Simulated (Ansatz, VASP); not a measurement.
**BaS: VASP beside Ansatz**

Contents of INCAR:

```
ALGO = Fast
EDIFF = 1E-6
ENCUT = 520
GGA = PS
ISIF = 2
ISMEAR = 0
LASPH = True
LCHARG = False
LREAL = False
LWAVE = False
NBANDS = 15
NELM = 60
PREC = Accurate
SIGMA = 0.05
```

Contents of KPOINTS:

```
k-points
0
Gamma
  8 8 8
```

The input POSCAR:

```
BaS
1.0
    0.0000000000      3.1663007200      3.1663007200
    3.1663007200      0.0000000000      3.1663007200
    3.1663007200      3.1663007200      0.0000000000
Ba S
1 1
Direct
    0.0223322686     -0.0223322686      0.0000000000
    0.5000000000      0.5000000000      0.5000000000
```

Input for Ansatz:

```yaml
crystal:
  lattice:
    - [0.0, 3.16630072, 3.16630072]
    - [3.16630072, 0.0, 3.16630072]
    - [3.16630072, 3.16630072, 0.0]
  atoms:
    - { symbol: Ba, position: [0.0223322686, -0.0223322686, 0.0] }
    - { symbol: S, position: [0.5, 0.5, 0.5] }
basis:
  ecutwfc: 420
kpoints:
  mp_grid: { grid: [8, 8, 8] }
hamiltonian:
  xc: pbesol
scf:
  occupations: { method: gaussian, width: 0.05 }
output:
  forces: true
  stress: true
  eigenvalues: true
```

Change from the starting cell: all Ba atoms moved -0.100 Å, as atom 1 along Cartesian [1 -1 0].

Alike in both runs: task single point; functional PBEsol; k mesh 8 × 8 × 8; occupations gaussian, width 0.05 eV; no spin polarisation.

|  | VASP | Ansatz |
| --- | --- | --- |
| version | VASP 6.6.1 | Ansatz 0.2.0 |
| potentials or method | VASP PAW PBE potentials, release 64 (Ba_sv, S) | scalar-relativistic, plane waves, PAW |
| plane-wave cutoff (eV) | 520 | 420 |
| valence electrons in the cell | 16 | 16 |

|  | VASP | Ansatz | Ansatz less VASP |
| --- | --- | --- | --- |
| gap on the k mesh at the Fermi level (eV) | 1.98 | 2.08 | +0.103 |
| least direct gap on the mesh (eV) | 2.09 | 2.16 | +0.069 |
| pressure (GPa) | 0.8 | 0.1 | -0.68 |
| largest component of the traceless stress (GPa) | 0.17 | 0.16 | -0.015 |
| rms of the force components (eV/Å) | 0.129 | 0.118 | -0.0117 |

Atom by atom the forces differ by 0.012 eV/Å (rms over components). The functional is the same, so the differences come from potentials, cutoffs and numerics.

Caveats: the PAW data sets were made with another functional, which shifts forces and pressure a little (VASP); spin-orbit coupling is left out, which moves the levels of the heavy elements. A k mesh can miss the band edges.
